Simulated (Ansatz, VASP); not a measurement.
# ZnCu in VASP and in Ansatz

```
Zn Cu
1.0
     2.90788    0.00000    0.00000
     0.00000    2.90788    0.00000
     0.00000    0.00000    2.90788
Zn Cu
1 1
Direct
  0.50000 0.50000 0.50000
  0.00000 0.00000 0.00000
```

Alike in both runs: functional PBEsol; k mesh 14 × 14 × 14; occupations gaussian, width 0.1 eV; no spin polarisation.

Ansatz relaxed the structure, and its values are those at the end. VASP's run is a single point on that final structure, the one shown.

```csv
,VASP,Ansatz
version,VASP 6.6.1,Ansatz 0.2.0
potentials or method,"VASP PAW PBE potentials, release 64 (Zn, Cu)","scalar-relativistic, plane waves, PAW"
plane-wave cutoff (eV),520,420
valence electrons in the cell,23,31
```

Ansatz gave:

```
gap on the k mesh at the Fermi level (eV) : none
pressure (GPa)                            : 0.0
```

Task: Which values does VASP return?

Result: gap on the k mesh at the Fermi level (eV): none; pressure (GPa): 0.7.

A gap of «none» marks a metal or a gap that the smearing closes. The functional is the same, so the differences come from potentials, cutoffs and numerics. The two sets of potentials don't hold the same shells in valence.

Caveats: the PAW data sets were made with another functional, which shifts forces and pressure a little (VASP).
